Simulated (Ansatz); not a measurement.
## Where the states of SnS₂ lie

```cif
data_structure
_symmetry_space_group_name_H-M 'P-3m1'
_symmetry_Int_Tables_number 164
_cell_length_a 3.5983
_cell_length_b 3.5983
_cell_length_c 5.4940
_cell_angle_alpha 90.000
_cell_angle_beta 90.000
_cell_angle_gamma 120.000
_cell_volume 61.60
loop_
_atom_site_label
_atom_site_type_symbol
_atom_site_symmetry_multiplicity
_atom_site_Wyckoff_symbol
_atom_site_fract_x
_atom_site_fract_y
_atom_site_fract_z
_atom_site_occupancy
Sn1 Sn 1 a 0.00000 0.00000 0.00000 1
S1 S 2 d 0.66667 0.33333 0.26390 1
```

The runs use the primitive cell with vectors (3.598, 0.000, 0.000), (-1.799, 3.116, 0.000), (0.000, 0.000, 5.494) Å, to which the k mesh refers.

Symmetry: P-3m1, No. 164, trigonal system. Conventional cell: a = 3.598 Å, b = 3.598 Å, c = 5.494 Å, α = 90.00°, β = 90.00°, γ = 120.00°. Sn (site symmetry -3m) is surrounded by 6 S at 2.53 Å. S (site symmetry 3m) has 3 Sn at 2.53 Å as nearest neighbours.

The geometry is COD entry 7038081, unchecked; take it as a test cell.

Spin–orbit coupling is left out, though it moves levels of the heavy atoms by tenths of an eV or more.

Level of theory: DFT, PBE, all-electron LAPW, scalar-relativistic (Ansatz 0.2.0).

Sampling and basis: a Γ-centred 8×8×5 k mesh, Fermi–Dirac smearing of 0.01 eV, basis error target 1 meV/atom, no spin polarisation.

**Question.** Which of the resolved shells contributes most in the top eV of the valence band?

**Answer.** S 3p, with 95 % of all states there; Sn 5p follows with 2 %.

**Question.** Tabulate the density of states.

**Answer.** States per eV and cell, averaged over 0.4 eV, from -13.0 to 4.4 eV, with energies (bin centres) from the valence-band top; empty bins are left out. The partial columns, the largest 4 alone, are projections on Löwdin-orthogonalised atomic shells (those that the program's projection atoms carry: the occupied ones and, for some elements, an empty d or f shell; other empty shells have no column), summed over atoms of an element. Weights on diffuse s and p shells depend on that basis and aren't pure angular character.
| E (eV) | total | S 3p | S 3s | Sn 5p | Sn 5s |
| --- | --- | --- | --- | --- | --- |
| -12.9 | 0.97 | 0.04 | 0.63 | 0.21 | 0.09 |
| -12.5 | 1.80 | 0.04 | 1.27 | 0.42 | 0.06 |
| -12.1 | 1.62 | 0.02 | 1.27 | 0.30 | 0.01 |
| -11.7 | 3.32 | 0.05 | 2.83 | 0.30 | 0.09 |
| -7.7 | 0.60 | 0.24 | 0.03 | 0.00 | 0.32 |
| -7.3 | 1.50 | 0.61 | 0.16 | 0.01 | 0.72 |
| -6.9 | 0.80 | 0.31 | 0.12 | 0.01 | 0.35 |
| -6.5 | 0.72 | 0.29 | 0.14 | 0.01 | 0.27 |
| -6.1 | 0.81 | 0.37 | 0.20 | 0.00 | 0.24 |
| -5.7 | 0.36 | 0.15 | 0.10 | 0.01 | 0.10 |
| -5.3 | 0.80 | 0.46 | 0.09 | 0.20 | 0.05 |
| -4.9 | 1.55 | 0.97 | 0.09 | 0.46 | 0.01 |
| -4.5 | 1.39 | 0.91 | 0.07 | 0.39 | 0.01 |
| -4.1 | 1.09 | 0.74 | 0.05 | 0.26 | 0.02 |
| -3.7 | 1.93 | 1.38 | 0.08 | 0.42 | 0.03 |
| -3.3 | 2.12 | 1.56 | 0.07 | 0.44 | 0.02 |
| -2.9 | 2.28 | 1.70 | 0.08 | 0.45 | 0.02 |
| -2.5 | 1.86 | 1.46 | 0.07 | 0.29 | 0.02 |
| -2.1 | 1.43 | 1.19 | 0.03 | 0.18 | 0.01 |
| -1.7 | 2.08 | 1.81 | 0.04 | 0.17 | 0.02 |
| -1.3 | 2.94 | 2.66 | 0.05 | 0.15 | 0.02 |
| -0.9 | 3.28 | 3.10 | 0.03 | 0.06 | 0.02 |
| -0.5 | 2.26 | 2.17 | 0.02 | 0.02 | 0.00 |
| -0.1 | 0.17 | 0.16 | 0.00 | 0.00 | 0.00 |
| 1.1 | 0.01 | 0.01 | 0.00 | 0.00 | 0.00 |
| 1.5 | 0.59 | 0.30 | 0.01 | 0.01 | 0.21 |
| 1.9 | 1.62 | 0.86 | 0.02 | 0.05 | 0.57 |
| 2.3 | 1.59 | 0.83 | 0.02 | 0.07 | 0.58 |
| 2.7 | 1.16 | 0.58 | 0.03 | 0.06 | 0.44 |
| 3.1 | 0.03 | 0.01 | 0.00 | 0.00 | 0.01 |
| 3.5 | 0.05 | 0.00 | 0.01 | 0.03 | 0.00 |
| 3.9 | 0.17 | 0.02 | 0.03 | 0.10 | 0.00 |
| 4.3 | 0.80 | 0.12 | 0.11 | 0.41 | 0.01 |
